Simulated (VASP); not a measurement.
# A VASP 6.6.1 single-point calculation on Ge

INCAR

```
GGA = PE
IBRION = -1
IVDW = 12
ISIF = 2
LASPH = .TRUE.
PREC = Accurate
NSW = 0
LCHARG = .FALSE.
SIGMA = 0.02
LWAVE = .FALSE.
LREAL = .FALSE.
ISMEAR = -1
ENCUT = 520
NBANDS = 21
EDIFF = 1E-7
NELM = 120
```

KPOINTS

```
KPOINTS created by Atomic Simulation Environment
0
Gamma
8 8 8
0 0 0
```

POSCAR

```
Ge
 1.0000000000000000
     0.0000000000000000    2.8368735120999999    2.8368735120999999
     2.8936109823999998    0.0000000000000000    2.8368735120999999
     2.8936109823999998    2.8368735120999999    0.0000000000000000
 Ge
   2
Cartesian
  0.0000000000000000  0.0000000000000000  0.0000000000000000
  1.4468054911999999  1.4184367560500000  1.4184367560500000
```

The recommended PBE PAW datasets give the neutral cell 28 valence electrons.

Command

```
mpirun -np 1 vasp_std
```

Task: Predict the outcome of this run.

Result: It converged. Results: gap between bands v and c on the k mesh 0.00 eV; least direct gap on the k mesh 0.00 eV; pressure -0.5 GPa. Band v is the last that the valence electrons fill when counted band by band, and c is the next.

OSZICAR

```
N       E                     dE             d eps       ncg     rms          rms(c)
DAV:   1     0.192123414256E+03    0.19212E+03   -0.14563E+04  2727   0.360E+03
DAV:   2     0.192136564867E+02   -0.17291E+03   -0.16776E+03  2493   0.633E+02
DAV:   3    -0.816812093509E+01   -0.27382E+02   -0.27207E+02  2893   0.144E+02
DAV:   4    -0.908167354008E+01   -0.91355E+00   -0.91319E+00  2783   0.310E+01
DAV:   5    -0.909686703528E+01   -0.15193E-01   -0.15193E-01  2853   0.440E+00    0.308E+00
DAV:   6    -0.904368471103E+01    0.53182E-01   -0.20394E-02  2848   0.146E+00    0.183E+00
DAV:   7    -0.901557372430E+01    0.28111E-01   -0.44994E-02  2672   0.195E+00    0.146E-01
DAV:   8    -0.901726988351E+01   -0.16962E-02   -0.59524E-03  2788   0.976E-01    0.428E-02
DAV:   9    -0.901743447942E+01   -0.16460E-03   -0.23650E-04  2791   0.211E-01    0.157E-02
DAV:  10    -0.901745804075E+01   -0.23561E-04   -0.45436E-05  3014   0.713E-02    0.602E-03
DAV:  11    -0.901746003265E+01   -0.19919E-05   -0.64117E-06  2978   0.415E-02    0.170E-03
DAV:  12    -0.901746003504E+01   -0.23965E-08   -0.23603E-07  2351   0.874E-03
   1 F= -.95947657E+01 E0= -.95946752E+01  d E =-.181003E-03
```

Standard output (part)

```
POSCAR found type information on POSCAR Ge
 POSCAR found :  1 types and       2 ions
 LDA part: xc-table for (Slater+PW92), standard interpolation
 POSCAR, INCAR and KPOINTS ok, starting setup
 WAVECAR not read
 entering main loop
```

For comparison, a separate PBE run of the intended cell, on usual settings and not on those above, gives a gap of 0.00 eV on its mesh and a pressure of 1.5 GPa.
